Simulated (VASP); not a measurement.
Results of a VASP single-point calculation on LiCl (strained measured structure)

POSCAR

```
Li Cl
 1.0000000000000000
     0.0000000000000000    2.6048452877999999    2.6048452877999999
     2.6048452877999999    0.0000000000000000    2.6048452877999999
     2.6048452877999999    2.6048452877999999    0.0000000000000000
 Li  Cl
   1   1
Cartesian
  0.0000000000000000  0.0000000000000000  0.0000000000000000
  2.6048452877999999  2.6048452877999999  2.6048452877999999
```

The gap between bands v and c is 6.08 eV and the least direct gap is 6.08 eV.

Band v is the last that the valence electrons fill when counted band by band, and c is the next. Levels in eV from the top of v:

```tsv
point	v−1	v	c	c+1
Γ	0.00	0.00	6.08	11.89
X	-1.02	-1.02	7.78	8.35
K	-1.65	-0.77	8.03	9.80
L	-0.24	-0.24	6.71	9.47
W	-1.96	-0.99	9.37	10.01
```

**Question.** Which of these levels of theory gave these results?
A. LDA
B. PBE0
C. PBEsol
D. PBE with spin–orbit coupling
E. r²SCAN
F. HSE06
G. PBE

**Answer.** G.

The INCAR was:

```
LASPH = .TRUE.
SIGMA = 0.02
NSW = 0
ENCUT = 520
LWAVE = .FALSE.
EDIFF = 1E-7
NBANDS = 12
NELM = 120
PREC = Accurate
LREAL = .FALSE.
ISIF = 2
IBRION = -1
LCHARG = .FALSE.
ISMEAR = -1
GGA = PE
```
